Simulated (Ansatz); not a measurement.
**AlNi (Pm-3m): relaxation of cell and ions in Python**

A script is to give a relaxation of cell and ions; the system is AlNi (Pm-3m).

All numbers are computed with Ansatz 0.2.0 through its Python package. Level of theory: DFT PBE, plane waves, PAW.

## Step 1: The system

It takes space group Pm-3m (No. 221, cubic). The conventional cell has a = 2.881 Å, b = 2.881 Å, c = 2.881 Å, α = 90.00°, β = 90.00°, γ = 90.00°. Around Al (site symmetry m-3m) lie 8 Ni at 2.50 Å. Ni (site symmetry m-3m) has 8 Al at 2.50 Å in its first shell of neighbours.

No structure file is read: the coordinates are typed or built in the script.

## Step 2: Script

File alni_vcrelax.py:

```python
"""Variable-cell relaxation of AlNi."""

import logging
import sys
import warnings

import ansatz as az
from ase import Atoms
from ase.io import write
import numpy as np

logging.basicConfig(stream=sys.stdout, format="[%(levelname)s] %(message)s")
log = logging.getLogger("ansatz_job")
log.setLevel(logging.INFO)

params = {
    "occupations": "Fermi-Dirac",
    "sigma": 0.05,
    "mesh": (11, 11, 11),
    "xc": "pbe",
    "fmax": 0.01,
}

def edges_and_angles(cell):
    cell = np.asarray(cell)
    a, b, c = np.linalg.norm(cell, axis=1)
    cosines = cell[1] @ cell[2] / (b * c), cell[0] @ cell[2] / (a * c), cell[0] @ cell[1] / (a * b)
    return (a, b, c, *np.degrees(np.arccos(cosines)))


def main() -> None:
    warnings.simplefilter("ignore", az.DeckWarning)

    crystal = (
        az.Lattice.cubic(2.881)
        .space_group(221)
        .atom("Al", [0.0, 0.0, 0.0])
        .atom("Ni", [0.5, 0.5, 0.5])
        .moments(Ni=1.5)
    )

    # every cell quantity that the symmetry leaves free
    model = (
        crystal.calculation()
        .spin("collinear")
        .pseudopotentials("paw")
        .occupations(params["occupations"], width=params["sigma"])
        .kpoints(*params["mesh"])
        .functional(params["xc"])
        .relax(force_tolerance=params["fmax"], cell=True)
    )
    steps = []


    def collect(event):
        if event["event"] == "relax_step":
            steps.append(event["data"])


    out = model.session().plan().execute(on_event=collect)
    summary = out.report
    log.info("step   energy (eV)     max comp. (eV/A)   P (GPa)  SCF")
    for s in steps:
        log.info(f"{s['step']:4d} {s['lagrangian_ev']:15.5f} {s['allowed_force_max_ev_ang']:12.4f} {s['pressure_gpa']:10.3f} {s['n_scf']:5d}")

    first, last = steps[0], steps[-1]
    symbols = [site.symbol for site in out.lattice.sites]
    log.info(f"energy gained {first['lagrangian_ev'] - last['lagrangian_ev']:.4f} eV in {len(steps) - 1} steps")
    for label, vectors in (("before", first["cell_ang"]), ("after", out.lattice.cell_ang)):
        print(label, "a b c (A) {:.4f} {:.4f} {:.4f}  angles {:.2f} {:.2f} {:.2f}".format(*edges_and_angles(vectors)), f" V = {abs(np.linalg.det(vectors)):.3f} A^3")
    print("final stress xx yy zz (GPa, compression positive):", np.round(np.diag(summary["stress_gpa"]), 3) + 0.0)

    relaxed = Atoms(symbols, positions=[site.position_ang for site in out.lattice.sites], cell=out.lattice.cell_ang, pbc=True)
    write("relaxed.extxyz", relaxed, format="extxyz")

    change = np.array(last["positions_ang"]) @ np.linalg.inv(last["cell_ang"]) - np.array(first["positions_ang"]) @ np.linalg.inv(first["cell_ang"])
    moved = np.linalg.norm(change @ np.array(last["cell_ang"]), axis=1)
    print("displacement within the cell, strain taken out (A):", " ".join(f"{s}:{d:.3f}" for s, d in zip(symbols, moved)))

    for key in ("converged", "n_iterations", "n_electrons", "n_kpoints", "n_pw", "n_symmetry_ops", "free_energy_ev", "fermi_energy_ev"):
        log.info(f"{key:18s} {summary[key]}")


if __name__ == "__main__":
    main()
```

## Step 3: What the engine is handed

The engine receives this input:

```yaml
crystal:
  lattice:
    bravais: cubic
    a: 2.881
  space_group: 221
  atoms:
    - { symbol: Al, position: [0.0, 0.0, 0.0] }
    - { symbol: Ni, position: [0.5, 0.5, 0.5] }
kpoints:
  mp_grid:
    grid: [11, 11, 11]
hamiltonian:
  xc: pbe
  pseudopotentials:
    kind: paw
magnetization:
  spin_polarized: true
  per_species:
    Ni: 1.5
scf:
  occupations:
    method: fermi_dirac
    width: 0.05
relax:
  f_tol: 0.01
  cell: {}
```

## Step 4: Launch

Started as:

```console
> python alni_vcrelax.py
```

Without the output at hand: what should come out? Wanted: free energy; moment, net / absolute; moves of the relaxation; energy gained; last largest force component; relaxed conventional cell; space group at the end.

**Answer**, as computed:

| quantity | value |
| --- | --- |
| free energy | -6378.5309 eV (-3189.2655 eV/atom) |
| moment, net / absolute | 0.00 / 0.00 μB per cell |
| moves of the relaxation | 2 |
| energy gained (ahead of the last change of basis) | 1.1 meV/atom |
| last largest force component | 0.0000 eV/Å |
| relaxed conventional cell | a = 2.894 Å, b = 2.894 Å, c = 2.894 Å, α = 90.00°, β = 90.00°, γ = 90.00° |
| space group at the end | Pm-3m |

The volume grew by 1.4 % over 2 moves, and the space group stayed Pm-3m. The starting moments died away: the state reached is non-magnetic. Notes:
- The SCF didn't keep the moments it started from (some shrank, vanished or turned); what is printed is the state reached.
- Forces vanish by symmetry, so the ions can't move, and the end may be a saddle.
- The zero of the levels is a convention of the potentials, so an absolute Fermi energy is no work function.
- Energies along a relaxation are free energies. Rows at an unchanged volume are solved on a plane-wave basis chosen afresh for that cell, so the energy jumps there and such rows are no steps of the walk.
- The script silences the warnings on its input, which a real study should read. The starting moments were not kept in at least one run, so it stands on a weaker or other magnetic state than the one typed.
